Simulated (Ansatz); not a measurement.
**TaN: moving N off its site**

TaN, P-6m2, a = 2.936 Å, c = 2.885 Å. This isn't the usual stable structure of the compound. Ansatz: r2SCAN, PAW, 500 eV, Γ-centred 24×24×20 mesh on 2 atoms, Gaussian smearing 0.15 eV; no spin polarisation.

```yaml
crystal:
  lattice:
    - [2.93615, 0.00000, 0.00000]
    - [-1.46808, 2.54278, 0.00000]
    - [0.00000, 0.00000, 2.88462]
  atoms:
    - { symbol: Ta, position: [0.33333, 0.66667, 0.50000] }
    - { symbol: N, position: [0.00000, 0.00000, 0.00000] }
```

Atom 2 (N) moves by x along the unit vector (0.000, 0.000, -1.000), with its periodic images; all else is held. y is the free energy of the cell over the start, F the force along the path summed over the moved atoms. Symmetry makes y even in x.

```
 x (Å) y (meV) F (eV/Å)
-0.200        ?         ?
-0.100     72.8      1.48
 0.000      0.0      0.00
 0.050     18.0     -0.72
 0.150    166.3     -2.28
 0.175    228.5     -2.70
```

**Question.** Fit y = c2 x² + c4 x⁴ to the energies of the other rows, give the force constant, and predict energy and force of the missing row.

**Answer.** Least squares on the rows shown. y = 7192.7 x² + 8777.7 x⁴. The force constant is 2 c2 = 14.4 eV/Å² (for all images moving together, not for a lone atom). The force −dy/dx at the missing row is 3.16 eV/Å (computed 3.13). At x = -0.200 the fit asked for gives 301.8 meV. The run gave 301.3 meV, so the fit is 0.5 meV too high, a small miss on the scale of the series.

Spin–orbit coupling is left out, which can shift energies with elements as heavy as these.